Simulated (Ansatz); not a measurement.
**CsPbI3, pressure series**

Take CsPbI₃ in the cubic perovskite structure (space group Pm-3m, No. 221) as the base.

```xyz
5
Lattice="6.3905 0.0000 0.0000 0.0000 6.3905 0.0000 0.0000 0.0000 6.3905" Properties=species:S:1:pos:R:3 pbc="T T T"
Cs     0.0000     0.0000     0.0000
Pb     3.1952     3.1952     3.1952
I      0.0000     3.1952     3.1952
I      3.1952     3.1952     0.0000
I      3.1952     0.0000     3.1952
```

Cell and atoms are relaxed at each pressure.

Computed with PBE (Ansatz, a quantum-chemistry and plane-wave program), no spin-orbit coupling.

```
pressure (GPa)  volume per atom (Å³/atom)
--------------  -------------------------
-2                                 66.164
-1                                      ?
0                                  52.195
1.8                                47.352
4.2                                43.362
18                                 33.625
30                                 29.914
45                                 27.046
60                                 25.085
```

Task: Fit the third-order Birch–Murnaghan form P(V) = (3B₀/2)[(V₀/V)^(7/3) − (V₀/V)^(5/3)]·[1 + (3/4)(B₀′ − 4)((V₀/V)^(2/3) − 1)] (squares taken in P) to the rows shown and predict the withheld row.

Result: Least squares on the printed values gives V₀ = 52.254 Å³/atom, B₀ = 14.7 GPa, B₀′ = 4.6; this predicts 56.723 Å³/atom, and the run gives 56.711 Å³/atom, 0.012 lower.

The mesh was chosen for an insulator and is coarse for the gapless case. Load acts through the strain it causes; cell and atoms are relaxed under it. Stability against distortions was not tested. Competing high-pressure phases were not computed. The final runs are not spin-polarised. Many cubic perovskites are stable only at high temperature; tilts and polar distortions were not tested. This is not the structure that CsPbI3 has at room temperature and ambient pressure.
